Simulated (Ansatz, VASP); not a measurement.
**Two plane-wave programs on Be**

Contents of INCAR:

```
ALGO = Normal
EDIFF = 1E-6
ENCUT = 520
GGA = CA
ISIF = 2
ISMEAR = 1
LASPH = T
LCHARG = T
LELF = T
LREAL = F
LVHAR = T
LWAVE = F
NBANDS = 9
NELM = 100
PREC = Accurate
SIGMA = 0.03
```

File KPOINTS:

```
k-points
0
Gamma
  16 16 9
```

POSCAR

```
Be
1.0
    2.2295160349      0.0000000000      0.0000000000
   -1.1147580175      1.9308175243      0.0000000000
    0.0000000000      0.0000000000      3.5083258361
Be
2
Direct
    0.3333333333      0.6666666667      0.2500000000
    0.6666666667      0.3333333333      0.7500000000
```

Input for Ansatz:

```yaml
crystal:
  lattice:
    - [2.2295160349, 0.0, 0.0]
    - [-1.1147580175, 1.9308175243, 0.0]
    - [0.0, 0.0, 3.5083258361]
  atoms:
    - { symbol: Be, position: [0.3333333333, 0.6666666667, 0.25] }
    - { symbol: Be, position: [0.6666666667, 0.3333333333, 0.75] }
hamiltonian:
  xc: lda
  pseudopotentials:
    kind: paw
    azcp:
      Be: "pseudopotentials/Be.paw.azcp"
basis:
  ecutwfc: 420
  fft_grid_basis: typed
kpoints:
  mp_grid: { grid: [16, 16, 9], shift: [0, 0, 0] }
magnetization:
  spin_polarized: false
scf:
  occupations: { method: methfessel_paxton, width: 0.03 }
  lower_state_search: "off"
output:
  stress: true
```

Alike in both runs: task single point; functional LDA; k mesh 16 × 16 × 9; occupations methfessel-paxton of order 1, width 0.03 eV; no spin polarisation.

```csv
,VASP,Ansatz
version,VASP 6.6.1,Ansatz 0.2.0
potentials or method,"VASP PAW LDA potentials, release 64 (Be)","plane waves (420 eV) with PAW, scalar-relativistic"
plane-wave cutoff (eV),520,420
valence electrons in the cell,4,4
```

|  | VASP | Ansatz | Ansatz less VASP |
| --- | --- | --- | --- |
| pressure (GPa) | 0.4 | 0.0 | -0.45 |
| largest component of the traceless stress (GPa) | 0.25 | 0.25 | +0.004 |

Ansatz warned: «pseudo_functional_mismatch».
